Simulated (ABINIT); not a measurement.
Crystal: InP.

```
In P
1.0
     0.00000    2.93050    2.93050
     2.93050    0.00000    2.93050
     2.93050    2.93050    0.00000
In P
1 1
Direct
  0.00000 0.00000 0.00000
  0.75000 0.75000 0.75000
```

Base run:

| Item | Value |
| --- | --- |
| Program | ABINIT 10.8.3 (patched build) |
| Functional | HSE06 |
| Potentials or basis | SPMS NC PBE v1.0 |
| Cutoff | 490 eV |
| k mesh | 6 × 6 × 6 |
| Occupations | fixed |
| Spin | no spin polarisation |

Its results: band gap on the k mesh 1.30 eV, direct.

Question: The run is repeated on the same cell with these changes: functional from HSE06 to PBE. What comes out?

Answer: Band gap on the k mesh 0.71 eV, direct.

HSE06 gives the wider gap, since exact exchange removes part of the self-interaction.

Caveats: spin-orbit coupling is left out, which moves the levels of the heavy elements; Libxc's HSE differs a little from that of other programs (some runs).

